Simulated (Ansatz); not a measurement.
# InAs (F-43m) in Ansatz: band structure with HSE06

Aim: the band structure of InAs with HSE06.

Program: Ansatz 0.2.0. These are calculated values, not measurements. Logs are shortened: lines on timing, memory, paths and dates and some standing lists are left out, and cuts for length are marked.

**Experimental background.**

A printed reference work, data compilation reports, for a bulk crystal of InAs at 4.2 K: band gap 0.418 eV (direct).

The runs below are set against these values where they give the same quantity.

### 1 The crystal as given

It takes space group F-43m (No. 216, cubic). The conventional cell has a = 6.036 Å, b = 6.036 Å, c = 6.036 Å, α = 90.00°, β = 90.00°, γ = 90.00°. Around In (site symmetry -43m) lie 4 As at 2.61 Å. As (site symmetry -43m) has 4 In at 2.61 Å as nearest neighbours.

### 2 Band structure, HSE06

Contents of input:

```
crystal:
  lattice:
    - [0.0, 3.018, 3.018]
    - [3.018, 0.0, 3.018]
    - [3.018, 3.018, 0.0]
  atoms:
    - { symbol: In, position: [0.0, 0.0, 0.0] }
    - { symbol: As, position: [0.75, 0.75, 0.75] }
hamiltonian:
  xc: hse06
  pseudopotentials: { kind: paw }
kpoints:
  mp_grid: { grid: [6, 6, 6] }
  band_path:
    path:
      - [[0.0, 0.0, 0.0], [0.5, 0.0, 0.5], [0.5, 0.25, 0.75], [0.375, 0.375, 0.75], [0.0, 0.0, 0.0], [0.5, 0.5, 0.5], [0.625, 0.25, 0.625], [0.5, 0.25, 0.75], [0.5, 0.5, 0.5], [0.375, 0.375, 0.75]]
      - [[0.625, 0.25, 0.625], [0.5, 0.0, 0.5]]
    npoints: 4
scf:
  occupations: { method: fermi_dirac, width: 0.05 }
  n_extra_bands: 6
output:
  forces: true
  stress: true
  eigenvalues: true
  fatbands: false
```

Potentials or basis: Ansatz PAW.

Standard output:

```text
Warning: output.stress: scf.convergence.dr2_threshold = 1e-7 eV (the SCF's general default) is looser than the 2e-10 eV advised for a printed stress (1e-10 eV for each atom of the cell: 2). What an SCF threshold leaves in a stress goes as its square root, and in the free energy as the threshold itself, and one threshold admits the most on a small cell: of the crystals measured, under no hybrid functional and no lock of the moments, on runs that ended without the residual-converged pass, on stresses that held no estimate of that error, the worst erred by over 100 MPa in a component at 1e-7 eV an atom and by under 5 at 1e-10. Set scf.convergence.dr2_threshold to 2e-10 eV or tighter. The threshold is an SCF's pass mark: one that does not reach it within its budget of iterations ends unconverged, or closes short of it on a stop that the run arms, and scf.convergence.dr2_threshold's page says what that costs each kind of run
Warning: output.stress: scf.exx.energy_threshold = 1e-6 eV is looser than the 2e-8 eV advised for a stress under a hybrid functional (1e-8 eV for each atom of the cell: 2). Every SCF of the exchange loop can meet its threshold on dr2 while the loop round them stops early: no threshold on dr2 bounds what that leaves in the stress. Set scf.exx.energy_threshold to 2e-8 eV or tighter. The threshold is the loop's pass mark: a loop that does not reach it within its budget of cycles ends unconverged, and scf.exx.energy_threshold's page has the law
scf.n_extra_bands = 6 over 14 filled bands (N_el = 28.0): the run solves 20 bands
GPUs: using 1 of 1 available (devices: 1).
Engine: ansatz 0.2.0, x86_64-unknown-linux-gnu
Pseudopotentials: kind: paw
Pseudopotential: In, paw, valence charge 13, recommended cutoff 420 eV (normal), In.paw.azcp
Pseudopotential: As, paw, valence charge 15, recommended cutoff 420 eV (normal), As.paw.azcp
Functional definition: HSE06
  parameter a = 0.25
  parameter omega = 0.11/bohr
  exchange = pbe_x - a*pbe_x_sr(omega) + a*exact_x_sr(omega)
  correlation = pbe_c
device memory: the entry about to start is reckoned to put 0.6 GiB on a device that reports 44.3 GiB free (of which the cap on the GPU budget leaves the run 18.0 GiB)
GPU FFT provider: cuFFT
GPU libraries: cuBLAS 13.8.2, cuFFT 12.4.0, cuSOLVER 12.3.4
Crystal: 2 atoms, lattice volume = 54.978 Å³
Basis set: ecut = 420 eV, 1067 PW (Γ), exchange–correlation on 60×60×60 points (8 copies of the dense FFT grid, shifted against one another)
Bands: 20, of which v1, the nominal top of the filled ones, is band 14 counted from 1 (13 counted from 0)
Symmetry: 24 space group operations
Space group: F-43m (ITA 216), of the structure as read, at distance tolerance 3.8e-5 Å
k-points: 16 of 216 (time reversal used)
Non-local potential: In, projectors of the file, l = 0: 2, l = 1: 2, l = 2: 2, l = 3: 2
Non-local potential: As, projectors of the file, l = 0: 2, l = 1: 2, l = 2: 3, l = 3: 1
PAW form: soft (Blöchl's): semilocal exchange-correlation on the pseudo side does not see the compensation charge
PAW frozen core: In, regenerated for the run's functional, and the local potential with it (the file was generated under x = pbe(κ = 0.804, μ = 0.2195149727645171), c = pbe(β = 0.06672455060314922))
PAW frozen core: As, regenerated for the run's functional, and the local potential with it (the file was generated under x = pbe(κ = 0.804, μ = 0.2195149727645171), c = pbe(β = 0.06672455060314922))
PAW one-centre angular grid: In, 590 points (default); XC on 64 Gauss nodes
PAW one-centre angular grid: As, 590 points (default); XC on 64 Gauss nodes
Initial density: superposition of atomic densities (neutral atoms: chi_scale 0, normalization atom), corrected by the library's trained network
Initial wavefunctions: pseudopotential atomic-orbital guess
GPU buffer pool allocated for 27000 grid points (all kernels)
GPU transforms: local potential and band sums: pruned to the plane-wave sphere, on 30×30×30
Functional: x = pbe(κ = 0.804, μ = 0.2195149727645171), c = pbe(β = 0.06672455060314922), warm-up for x = pbe(κ = 0.804, μ = 0.2195149727645171) + 0.25 (exact − pbe) at short range (hse, ω = 0.20786987370883472 Å⁻¹), c = pbe(β = 0.06672455060314922); HSE06 as pw.x's `hse` composes it (authors' and Libxc's form: `xc: wpbeh`)
SCF iter   1: F=—  HF=-10454.401140 eV  |F-HF|=—  |Δ(HF+E_count)|=         —  Δρ=2.33e-3  dr2=6.60e-3  ethr=1.77e-3  ⟨swp⟩=12.8  Hψ=1483  notcnv=0
preconditioner: auto → none  [insulator: Δε(μ)=0.939 eV  Ē_g=16.377 eV  σ=0.050 eV  W_gap=0.67  n_scr=14 (ndim 8)  ℏωp=21.2 eV  f_vac=0.106  D(μ)=0.13/eV (n_scr^D=0)]
iter 2 solved again at ethr=1.35e-6 eV; its pass at ethr=2.36e-5 eV (dr2=3.78e-4 eV) is discarded
SCF iter   2: F=—  HF=-10454.399493 eV  |F-HF|=—  |Δ(HF+E_count)|=   1.65e-3  Δρ=6.73e-4  dr2=3.89e-4  ethr=1.35e-6  ⟨swp⟩=3.8  Hψ=1617  notcnv=0
SCF iter   3: F=—  HF=-10454.399391 eV  |F-HF|=—  |Δ(HF+E_count)|=   1.02e-4  Δρ=2.58e-4  dr2=5.20e-5  ethr=1.35e-6  ⟨swp⟩=3.0  Hψ=692  notcnv=0
SCF iter   4: F=—  HF=-10454.399429 eV  |F-HF|=—  |Δ(HF+E_count)|=   3.73e-5  Δρ=6.29e-5  dr2=2.03e-6  ethr=1.86e-7  ⟨swp⟩=3.4  Hψ=665  notcnv=0
SCF iter   5: F=—  HF=-10454.399432 eV  |F-HF|=—  |Δ(HF+E_count)|=   3.41e-6  Δρ=1.58e-5  dr2=9.19e-8  ethr=7.26e-9  ⟨swp⟩=4.0  Hψ=687  notcnv=0
SCF iter   6: F=—  HF=-10454.399432 eV  |F-HF|=—  |Δ(HF+E_count)|=   2.59e-7  Δρ=1.46e-6  dr2=1.97e-9  ethr=3.28e-10  ⟨swp⟩=4.0  Hψ=786  notcnv=0
SCF iter   7: F=-10454.399432 eV  HF=-10454.399432 eV  |F-HF|=2.20e-10  |Δ(HF+E_count)|=   1.42e-9  Δρ=7.37e-7  dr2=2.10e-10  ethr=7.05e-12  ⟨swp⟩=4.0  Hψ=901  notcnv=0
SCF 1 converged in 7 iterations: F = -10454.399432 eV  dr2 = 2.10e-10
device memory: the entry about to start is reckoned to put 1.2 GiB on a device that reports 44.3 GiB free (of which the cap on the GPU budget leaves the run 18.0 GiB)
GPU FFT provider: cuFFT
GPU libraries: cuBLAS 13.8.2, cuFFT 12.4.0, cuSOLVER 12.3.4
Initial density: handed on by an earlier stage of this run
Initial wavefunctions: those handed on with the density
GPU buffer pool allocated for 27000 grid points (all kernels)
GPU transforms: local potential and band sums: pruned to the plane-wave sphere, on 30×30×30
Functional: x = pbe(κ = 0.804, μ = 0.2195149727645171) + 0.25 (exact − pbe) at short range (hse, ω = 0.20786987370883472 Å⁻¹), c = pbe(β = 0.06672455060314922); HSE06 as pw.x's `hse` composes it (authors' and Libxc's form: `xc: wpbeh`)
Exchange kernel: α = 0.2500, screened, ω = 0.2079 Å⁻¹, Wigner–Seitz truncation, v(0) = 1046.8231 eV·Å³, q-mesh 6×6×6, nearest image of the exchange supercell L = 25.61 Å, pair-density grid 18×18×18, without the augmentation charges, whose exchange is taken in its separable form by FFT convolution over the k-point mesh (sized by the pseudopotential files, 24×24×24 at the most), smooth part of the exact exchange by density-matrix convolution in up to 4.00 GiB of GPU memory as planned if the GPU has room (build and FFT work areas not counted)
Frozen-core exchange: fock
iter 1 solved again at ethr=3.55e-5 eV; its pass at ethr=1.00e-1 eV (dr2=9.94e-3 eV) is discarded
SCF iter   1: F=—  HF=-10459.639581 eV  |F-HF|=—  |Δ(HF+E_count)|=         —  Δρ=6.25e-3  dr2=1.18e-2  ethr=3.55e-5  ⟨swp⟩=4.9  Hψ=1863  notcnv=0
preconditioner: auto → none  [insulator: Δε(μ)=0.462 eV  Ē_g=18.402 eV  σ=0.050 eV  W_gap=0.98  n_scr=14 (ndim 8)  ℏωp=21.2 eV  f_vac=0.095  D(μ)=0.01/eV (n_scr^D=0)]
SCF iter   2: F=—  HF=-10459.631295 eV  |F-HF|=—  |Δ(HF+E_count)|=   8.29e-3  Δρ=2.36e-3  dr2=2.33e-3  ethr=3.55e-5  ⟨swp⟩=3.0  Hψ=939  notcnv=0
SCF iter   3: F=—  HF=-10459.631180 eV  |F-HF|=—  |Δ(HF+E_count)|=   1.14e-4  Δρ=8.80e-4  dr2=1.00e-3  ethr=4.50e-6  ⟨swp⟩=2.0  Hψ=545  notcnv=0
SCF iter   4: F=—  HF=-10459.639048 eV  |F-HF|=—  |Δ(HF+E_count)|=   7.87e-3  Δρ=8.70e-4  dr2=2.25e-4  ethr=6.42e-7  ⟨swp⟩=4.2  Hψ=1038  notcnv=0
SCF iter   5: F=—  HF=-10459.638981 eV  |F-HF|=—  |Δ(HF+E_count)|=   6.64e-5  Δρ=3.48e-5  dr2=1.31e-5  ethr=6.42e-7  ⟨swp⟩=3.0  Hψ=637  notcnv=0
SCF iter   6: F=-10459.639083 eV  HF=-10459.639084 eV  |F-HF|=1.33e-6  |Δ(HF+E_count)|=   1.03e-4  Δρ=9.35e-5  dr2=3.27e-6  ethr=1.27e-9  ⟨swp⟩=5.4  Hψ=1389  notcnv=0
SCF 2 stopped early in 6 iterations: F = -10459.639083 eV  dr2 = 3.27e-6
hybrid outer 1: dexx = +9.026e-3 eV, tail = 5.87e-5 eV
GPU FFT provider: cuFFT
GPU libraries: cuBLAS 13.8.2, cuFFT 12.4.0, cuSOLVER 12.3.4
GPU buffer pool allocated for 27000 grid points (all kernels)
GPU transforms: local potential and band sums: pruned to the plane-wave sphere, on 30×30×30
Exchange kernel: α = 0.2500, screened, ω = 0.2079 Å⁻¹, Wigner–Seitz truncation, v(0) = 1046.8231 eV·Å³, q-mesh 6×6×6, nearest image of the exchange supercell L = 25.61 Å, pair-density grid 18×18×18, without the augmentation charges, whose exchange is taken in its separable form by FFT convolution over the k-point mesh (sized by the pseudopotential files, 24×24×24 at the most), smooth part of the exact exchange by density-matrix convolution in up to 4.00 GiB of GPU memory as planned if the GPU has room (build and FFT work areas not counted)
Frozen-core exchange: fock
SCF iter   1: F=—  HF=-10459.639243 eV  |F-HF|=—  |Δ(HF+E_count)|=         —  Δρ=4.81e-5  dr2=6.38e-7  ethr=1.05e-6  ⟨swp⟩=3.2  Hψ=662  notcnv=0
preconditioner: auto → none  [insulator: Δε(μ)=0.572 eV  Ē_g=18.379 eV  σ=0.050 eV  W_gap=0.99  n_scr=14 (ndim 8)  ℏωp=21.2 eV  f_vac=0.099  D(μ)=0.00/eV (n_scr^D=0)]
SCF iter   2: F=—  HF=-10459.639244 eV  |F-HF|=—  |Δ(HF+E_count)|=   7.17e-7  Δρ=2.27e-5  dr2=2.36e-7  ethr=1.93e-9  ⟨swp⟩=4.1  Hψ=1038  notcnv=0
SCF iter   3: F=—  HF=-10459.639244 eV  |F-HF|=—  |Δ(HF+E_count)|=   4.66e-8  Δρ=5.85e-6  dr2=9.14e-8  ethr=4.91e-10  ⟨swp⟩=3.0  Hψ=656  notcnv=0
SCF iter   4: F=—  HF=-10459.639244 eV  |F-HF|=—  |Δ(HF+E_count)|=   5.07e-7  Δρ=9.17e-6  dr2=4.44e-8  ethr=3.73e-11  ⟨swp⟩=5.1  Hψ=1246  notcnv=0  defer=1
SCF iter   5: F=-10459.639244 eV  HF=-10459.639244 eV  |F-HF|=1.61e-9  |Δ(HF+E_count)|=   1.63e-8  Δρ=1.54e-6  dr2=1.96e-9  ethr=3.73e-11  ⟨swp⟩=3.3  Hψ=695  notcnv=0
SCF 3 converged in 5 iterations: F = -10459.639244 eV  dr2 = 1.96e-9
  Residual-converged pass: ⟨swp⟩=3.0  Hψ=598  notcnv=0  max |occ|·‖R‖ = 2.4e-6 eV (tolerance 2.4e-6 eV)  dr2=1.98e-9  dr2_onsite=2.27e-9  max |Δocc| = 3.0e-13
hybrid outer 2: dexx = +5.929e-7 eV, tail = 2.37e-8 eV, Δε = 1.68e-3 eV (about 6.59e-5 eV left of the loop's levels)
device memory: the entry about to start is reckoned to put 0.4 GiB on a device that reports 43.5 GiB free (of which the cap on the GPU budget leaves the run 18.0 GiB)
NSCF: frozen V_eff on 42 k-points, pencils in batches of 32, up to order 88
hybrid SCF converged: 2 outer / 11 inner (+7 warm-up), last move |dexx| = 5.93e-7 eV, tail = 2.37e-8 eV
Stability not checked: this state was not tested for a lower state beside it, because the functional holds exact exchange (a hybrid, or Hartree-Fock), whose exchange loop this test does not read (fock_operator; see scf.lower_state_search)
Free energy (F): -10459.639244 eV
Frozen-core exchange: fock
Harris-Foulkes:  -10459.639244 eV  (|F-HF|=1.61e-9)
Internal energy: -10459.639209 eV  (E = F + TS)
E sigma→0 (E₀):  -10459.639227 eV
Entropy (-TS):   -0.000035 eV (-0.018 meV/atom)
Fermi energy:    7.845022 eV
--- Per-component energies (eV) ---
  E_band       = -376.356172
  E_kinetic    = 346.667944
  E_local      = -3269.657914  (includes V_loc(G=0)·N_el)
  E_nonlocal   = -303.546957
  E_hartree    = 1585.557190
  E_xc         = -234.819041
  E_vxc        = -142.952004  (∫ρ·V_xc dr)
  E_exx        = -93.637568  (= α·E_x^exact, valence–valence)
  E_paw        = -5962.154468  (= ΣΔE_a)
  E_vpaw       = 9.292448  (= ΣTr[D̂ρ^β])
  E_aug_tail   = 0.000035  (compensation charges beyond the density's cutoff)
  E_ewald      = -2527.799418
  E_core_change = -0.249015  (= ΣΔE_core)
  E_smearing   = -0.000035  (= −TS)
  E_closure    = 0.000003  (closes the sum)
  Σ components = -10459.639244   (vs F -10459.639244, Δ=0.00e0)
--- Forces (eV/Å), atoms counted from 1 ---
  atom   1  In    -0.00000000     0.00000000     0.00000000
  atom   2  As     0.00000000     0.00000000    -0.00000000
  max |Σ_I F_I| component: 2.34e-16 eV/Å
--- Stress (GPa, compression-positive) ---
        2.239778      -0.000000      -0.000000
        0.000000       2.239778       0.000000
        0.000000       0.000000       2.239778
  P = ⅓ Tr σ = 2.2398 GPa (22.398 kbar)
--- Band table (eV; the first three rows and the last of 16) ---
  k-point 0: bands = ["-30.8753", "-30.8753", "-30.8753", "-30.8662", "-30.8662", "-8.6555", "-8.6555", "-8.6555", "-8.5161", "-8.5161", "-5.5301", "7.5311", "7.5311", "7.5311", "8.1036", "12.1993", "12.1993", "12.1993", "15.9874", "18.1981"]
  k-point 1: bands = ["-30.8753", "-30.8753", "-30.8753", "-30.8662", "-30.8662", "-8.6858", "-8.6454", "-8.6454", "-8.5163", "-8.5163", "-5.2204", "4.9789", "7.1926", "7.1926", "9.4864", "12.6355", "12.6798", "12.6798", "17.0104", "17.0104"]
  k-point 2: bands = ["-30.8753", "-30.8752", "-30.8752", "-30.8661", "-30.8661", "-8.7421", "-8.6284", "-8.6284", "-8.5131", "-8.5131", "-4.4418", "2.4146", "6.6657", "6.6657", "9.3600", "13.0492", "13.0492", "14.6145", "16.5736", "17.5607"]
  k-point 15: bands = ["-30.8755", "-30.8751", "-30.8749", "-30.8661", "-30.8659", "-8.8117", "-8.5942", "-8.5769", "-8.5392", "-8.5037", "-3.2432", "1.3056", "4.4493", "4.5316", "11.2752", "11.7714", "14.9320", "15.4574", "18.5485", "20.4184"]
```

Run time: 76 s. Hardware: 1 × NVIDIA H100 80GB HBM3 with 2 threads of AMD EPYC 7R13 (Zen 3), shared host; peak memory 2.7 GiB.

Results:

- Free energy: -10459.6392 eV
- Pressure: 2.2 GPa
- Band gap on the k mesh: 0.57 eV, direct
- Band gap along the path: 0.57 eV, direct

Levels at the corners of the path, in eV from the valence-band top:
```csv
point,band 11,band 12,band 13,band 14,band 15,band 16,band 17,band 18
Γ,-13.06,0.00,0.00,0.00,0.57,4.67,4.67,4.67
X,-10.82,-6.35,-2.55,-2.55,2.10,2.72,10.35,10.54
W,-10.76,-6.18,-3.24,-3.13,4.98,5.17,5.90,6.84
K,-10.84,-6.19,-3.58,-2.14,2.75,5.11,8.33,8.46
Γ,-13.06,0.00,0.00,0.00,0.57,4.67,4.67,4.67
L,-11.43,-6.29,-1.08,-1.08,1.66,5.46,5.46,7.71
U,-10.84,-6.19,-3.58,-2.14,2.75,5.11,8.33,8.46
W,-10.76,-6.18,-3.24,-3.13,4.98,5.17,5.90,6.84
L,-11.43,-6.29,-1.08,-1.08,1.66,5.46,5.46,7.71
K,-10.84,-6.19,-3.58,-2.14,2.75,5.11,8.33,8.46
U,-10.84,-6.19,-3.58,-2.14,2.75,5.11,8.33,8.46
X,-10.82,-6.35,-2.55,-2.55,2.10,2.72,10.35,10.54
```

Caveat: spin-orbit coupling is left out, which moves the levels of the heavy elements; the PAW data sets come from PBE, with cores solved anew for the run's functional, which leaves a small shift of forces and pressure; the thresholds are loose for stress.

### 3 Comparison with measurements

Step 2. A measured gap of InAs is 0.418 eV (direct; 4.2 K; a printed reference work, data compilation); the calculated 0.57 eV misses it by +0.15 eV. Spin-orbit coupling on As, In is left out. The value is that of HSE06, without temperature or zero-point motion.
